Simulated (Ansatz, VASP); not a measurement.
**LiF in VASP and in Ansatz**

File INCAR:

```
ALGO     = Normal         # electronic algorithm
EDIFF    = 1E-6           # SCF threshold, eV
ENCUT    = 520            # plane-wave cutoff, eV
GGA      = PS             # functional
ISIF     = 2              # what is computed and relaxed
ISMEAR   = 0              # smearing method
LASPH    = True           # aspherical terms in the spheres
LCHARG   = False          # write CHGCAR
LREAL    = False          # projectors in reciprocal space
LWAVE    = False          # write WAVECAR
NBANDS   = 12             # bands
NELM     = 60             # most SCF steps
PREC     = Accurate       # precision mode
SIGMA    = 0.05           # smearing width, eV
```

Contents of KPOINTS:

```
k-points
0
Gamma
  10 10 10
```

File POSCAR:

```
LiF
1.0
    0.0000000000      2.0140000000      2.0140000000
    2.0895250000      0.0000000000      2.0140000000
    2.0895250000      2.0140000000      0.0000000000
Li F
1 1
Direct
    0.0000000000      0.0000000000      0.0000000000
    0.5000000000      0.5000000000      0.5000000000
```

Input for Ansatz:

```yaml
crystal:
  lattice:
    - [0.0, 2.014, 2.014]
    - [2.089525, 0.0, 2.014]
    - [2.089525, 2.014, 0.0]
  atoms:
    - { symbol: Li, position: [0.0, 0.0, 0.0] }
    - { symbol: F, position: [0.5, 0.5, 0.5] }
basis:
  ecutwfc: 420
kpoints:
  mp_grid: { grid: [10, 10, 10] }
hamiltonian:
  xc: pbesol
scf:
  occupations: { method: gaussian, width: 0.05 }
output:
  forces: true
  stress: true
  eigenvalues: true
```

Change from the starting cell: strain +0.0375 x Voigt [1, 0, 0, 0, 0, 0], atoms carried along.

Alike in both runs: task single point; functional PBEsol; k mesh 10 × 10 × 10; occupations gaussian, width 0.05 eV; no spin polarisation.

|  | VASP | Ansatz |
| --- | --- | --- |
| version | VASP 6.6.1 | Ansatz 0.2.0 |
| potentials or method | VASP PAW PBE potentials, release 64 (Li_sv, F) | scalar-relativistic, plane waves, PAW |
| plane-wave cutoff (eV) | 520 | 420 |
| valence electrons in the cell | 10 | 10 |

|  | VASP | Ansatz | Ansatz less VASP |
| --- | --- | --- | --- |
| gap on the k mesh at the Fermi level (eV) | 8.55 | 8.55 | +0.001 |
| least direct gap on the mesh (eV) | 8.55 | 8.55 | +0.001 |

The functional is the same, so the differences come from potentials, cutoffs and numerics.

 A k mesh can miss the band edges.
